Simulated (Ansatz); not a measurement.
# CdS: the cost of one run

Method: DFT PBEsol, scalar-relativistic, plane waves, PAW, in Ansatz 0.2.0.

## 1. Starting point

The structure is cubic, space group Fm-3m (No. 225). Conventional cell: a = 5.506 Å, b = 5.506 Å, c = 5.506 Å, α = 90.00°, β = 90.00°, γ = 90.00°. Around Cd (site symmetry m-3m) lie 6 S at 2.75 Å. S (site symmetry m-3m) has 6 Cd at 2.75 Å as nearest neighbours.

Structure file:

```xyz
16
Lattice="-5.5065 5.5065 0.0000 -5.5065 0.0000 5.5065 0.0000 5.5065 5.5065" Properties=species:S:1:pos:R:3 pbc="T T T"
Cd    0.0000    0.0000    0.0000
Cd   -2.7532    2.7532    0.0000
Cd   -2.7532    0.0000    2.7532
Cd    0.0000    2.7532    2.7532
Cd   -5.5065    2.7532    2.7532
Cd   -2.7532    5.5065    2.7532
Cd   -2.7532    2.7532    5.5065
Cd   -5.5065    5.5065    5.5065
S    -8.2597    8.2597    8.2597
S    -5.5065    5.5065    8.2597
S    -5.5065    8.2597    5.5065
S    -8.2597    5.5065    5.5065
S    -2.7532    5.5065    5.5065
S    -5.5065    2.7532    5.5065
S    -5.5065    5.5065    2.7532
S    -2.7532    2.7532    2.7532
```

It goes back to an entry of the Materials Project, which need not be the stable form.

No relaxation comes first: the listed cell is the starting point.

## 2. Reference: the perfect supercell

The input, input.yaml:

```yaml
crystal:
  lattice:
    - [-5.506488, 5.506488, 0.0]
    - [-5.506488, 0.0, 5.506488]
    - [0.0, 5.506488, 5.506488]
  atoms:
    - { symbol: Cd, position: [0.0, 0.0, 0.0] }
    - { symbol: Cd, position: [0.5, 0.0, 0.0] }
    - { symbol: Cd, position: [0.0, 0.5, 0.0] }
    - { symbol: Cd, position: [0.0, 0.0, 0.5] }
    - { symbol: Cd, position: [0.5, 0.5, 0.0] }
    - { symbol: Cd, position: [0.5, 0.0, 0.5] }
    - { symbol: Cd, position: [0.0, 0.5, 0.5] }
    - { symbol: Cd, position: [0.5, 0.5, 0.5] }
    - { symbol: S, position: [0.75, 0.75, 0.75] }
    - { symbol: S, position: [0.25, 0.75, 0.75] }
    - { symbol: S, position: [0.75, 0.25, 0.75] }
    - { symbol: S, position: [0.75, 0.75, 0.25] }
    - { symbol: S, position: [0.25, 0.25, 0.75] }
    - { symbol: S, position: [0.25, 0.75, 0.25] }
    - { symbol: S, position: [0.75, 0.25, 0.25] }
    - { symbol: S, position: [0.25, 0.25, 0.25] }
  symmetry: { detect: false }
basis:
  ecutwfc: 420
kpoints:
  mp_grid: { grid: [2, 2, 2], shift: [0.5, 0.5, 0.5] }
hamiltonian:
  xc: pbesol
scf:
  occupations: { method: gaussian, width: 0.1 }
output:
  forces: true
  stress: true
  eigenvalues: true
```

Command:

```sh
$ ansatz run input.yaml --threads 4 --pin off --max-ram 5120MiB --backend cpu --events-out ev --progress --plain --runs-dir out
```

What time and memory should one allow on 4 threads of Intel Xeon 6975P-C (Granite Rapids), shared host?

About 2.1 s, with a peak of 1 GiB.
